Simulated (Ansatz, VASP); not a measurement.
# ZrC in VASP and in Ansatz

```
Zr C
1.0
     0.00000    2.35021    2.35021
     2.35021    0.00000    2.35021
     2.35021    2.35021    0.00000
Zr C
1 1
Direct
  0.50000 0.50000 0.50000
  0.00000 0.00000 0.00000
```

Alike in both runs: task single point; functional PBE; k mesh 20 × 20 × 20; occupations gaussian, width 0.15 eV; no spin polarisation.

|  | VASP | Ansatz |
| --- | --- | --- |
| version | VASP 6.6.1 | Ansatz 0.2.0 |
| potentials or method | VASP PAW PBE potentials, release 64 (Zr_sv, C) | scalar-relativistic, plane waves, PAW |
| plane-wave cutoff (eV) | 520 | 420 |
| valence electrons in the cell | 16 | 16 |

```tsv
	VASP	Ansatz	Ansatz less VASP
gap on the k mesh at the Fermi level (eV)	none	none	-
pressure (GPa)	1.4	1.2	-0.25
```

A gap of «none» marks a metal or a gap that the smearing closes. The functional is the same, so the differences come from potentials, cutoffs and numerics.
